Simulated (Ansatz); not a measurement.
ZrS2: energy less reference against wave cutoff

Results calculated with Ansatz 0.2.0, not measured. One setting of a density functional single point varied, free energy counted from the run at the reference value, pressure positive in compression; periodic cell, basis, potentials, k mesh and filling as listed.

Structure of every row (space group P-3m1, No. 164):
```
cell vectors (Å)
   3.6914     0.0000     0.0000
  -1.8457     3.1968     0.0000
   0.0000     0.0000     6.0411
atoms (fractions of the cell vectors)
Zr  0.00000  0.00000  0.00000
S   0.66667  0.33333  0.76209
S   0.33333  0.66667  0.23791
```

Settings of every row: functional RPBE; dispersion none; potentials PAW; k mesh 4x4x3; k shift 0x0x0; occupations fixed; smearing width 0 eV; spin none; SCF threshold exponent -9; varied setting wave cutoff; reference wave cutoff 500 eV.

Limits: the cell comes from a prototype or a list of computed structures and needn't be the stable phase.

Limits of some rows: cutoff under the advised one (row 1, 2, 3, 4).

| row | wave cutoff (eV) | energy less reference (meV/atom) |
| --- | --- | --- |
| 1 | 250 | 105.11 |
| 2 | 300 | 14.54 |
| 3 | 350 | 2.37 |
| 4 | 400 | ? |
| 5 | 450 | 0.15 |
| 6 | 500 | 0 |

Question: what energy less reference should row 4 give?

Worked fit of energy less reference. Measure energy less reference from the row at the highest cutoff, 0.00 meV/atom, and take the logarithm of what remains: 250 → 4.66, 300 → 2.68, 350 → 0.86, 450 → -1.90. A straight line through these is ln|rest| = 12.534 − 0.03247 × cutoff, so the rest falls by a factor of e every 30.8 eV; from 4 rows that is a rough guide, not a law, and the row at the highest cutoff isn't the limit itself. At 400 eV the line gives ln|rest| = -0.454, a rest of 0.64 meV/atom, and so 0.00 + 0.64 = 0.64 meV/atom.

The calculation gave 0.59 meV/atom. The fit lies 0.05 meV/atom (8.5 % of the value, 0.048 % of the column's range) above it; its largest miss of a shown row is 22.30 meV/atom.
